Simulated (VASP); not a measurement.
Wanted: the native input for a VASP 6.6.1 run.

```
Task                   : relaxation of cell and atoms
Functional             : PBE
Potentials or basis    : VASP PAW PBE potentials, release 64 (Mn_pv, S)
Cutoff                 : 520 eV
k mesh                 : 14 × 14 × 14
Occupations            : gaussian, width 0.1 eV
Spin                   : collinear spin, ferromagnetic start
Starting moments       : [5.0, 0.0] μB
Hubbard terms          : Mn d U = 1.9 eV
Target pressure        : 20 GPa
Further INCAR settings : ALGO = Normal; EDIFF = 1e-07; IBRION = 2; EDIFFG = -0.002; NSW = 80; ISIF = 3
Target pressure        : 20 GPa
```

The structure of MnS lies in POSCAR:

```
MnS                                     
1.0
   -0.0000000000      2.4413964148      2.4413964148
    2.4413964148      0.0000000000      2.4413964148
    2.4413964148      2.4413964148      0.0000000000
  Mn              S             
     1     1
Direct
     0.0000000000000000    0.0000000000000000    0.0000000000000000
     0.5000000000000000    0.5000000000000000    0.5000000000000000
```

These files were run (other wordings do the same):

INCAR

```
  PREC = Accurate
  ENCUT = 520
  EDIFF = 1E-7
  ISMEAR = 0
  SIGMA = 0.1
  LREAL = False
  LASPH = True
  NELM = 150
  ALGO = Normal
  ISIF = 3
  LWAVE = False
  LCHARG = False
  ISPIN = 2
  MAGMOM = 5 0
  LORBIT = 11
  LMAXMIX = 4
  LDAU = True
  LDAUTYPE = 2
  LDAUL = 2 -1
  LDAUU = 1.9 0
  LDAUJ = 0 0
  LDAUPRINT = 1
  GGA = PE
  IBRION = 2
  NSW = 80
  EDIFFG = -0.002
  PSTRESS = 200.0
```

KPOINTS

```
Automatic mesh
0
Gamma
  14 14 14
```

Potentials or basis: VASP PAW PBE potentials, release 64 (Mn_pv, S).

Launch:

```sh
$ cat potpaw_PBE.64/Mn_pv/POTCAR potpaw_PBE.64/S/POTCAR > POTCAR
$ mpirun -np 1 vasp_std > vasp.out
```

It gave:

```
Pressure after relaxing                               : 20.0 GPa
Band gap on the k mesh                                : none (metal or under the smearing width)
Net moment                                            : 4.56 μB per cell
Site moments                                          : Mn +4.20; S +0.09 μB
Valence electrons inside the program's atomic spheres : Mn 11.50; S 3.82
```

Caveat: the relaxation stopped at its first step, so nothing moved; the cell is relaxed towards a set pressure, so the enthalpy falls and the energy may rise; a cell with one magnetic atom can't hold antiferromagnetic order, which such compounds often take.

Wall time 110 s on 1 thread of Intel(R) Xeon(R) Platinum 8259CL CPU @ 2.50GHz (Skylake/Cascade Lake), on a shared host, peak memory 0.22 GiB.
